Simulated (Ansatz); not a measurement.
The system is ZrN.

```
Zr N
1.0
     0.00000    2.30000    2.30000
     2.30000    0.00000    2.30000
     2.30000    2.30000    0.00000
Zr N
1 1
Direct
  0.50000 0.50000 0.50000
  0.00000 0.00000 0.00000
```

* Program: Ansatz 0.2.0
* Task: relaxation of cell and atoms
* Functional: LDA
* Potentials or basis: all-electron LAPW, scalar-relativistic
* Basis error allowed: 0.001 eV/atom
* k mesh: 10 × 10 × 10
* Occupations: fermi-dirac, width 0.05 eV
* Spin: no spin polarisation

At the start: volume 12.17 Å³/atom.

Q: Where does the relaxation end?

A: Over 5 steps the energy falls by 24.0 meV/atom and the volume is 11.58 Å³/atom (-4.8 %); space group Fm-3m (No. 225, to 0.05 Å).

Step by step:
| step | energy change (eV) | largest force (eV/Å) | volume (Å³) |
| --- | --- | --- | --- |
| 1 | 0.0000 | 0.0000 | 24.33 |
| 2 | -0.0226 | 0.0000 | 22.37 |
| 3 | -0.0478 | 0.0000 | 23.23 |
| 4 | -0.0480 | 0.0000 | 23.17 |
| 5 | -0.0480 | 0.0000 | 23.17 |

Final structure:
```yaml
crystal:
  lattice:
    - [0.00000, 2.26261, 2.26261]
    - [2.26261, 0.00000, 2.26261]
    - [2.26261, 2.26261, 0.00000]
  atoms:
    - { symbol: Zr, position: [0.50000, 0.50000, 0.50000] }
    - { symbol: N, position: [0.00000, 0.00000, 0.00000] }
```
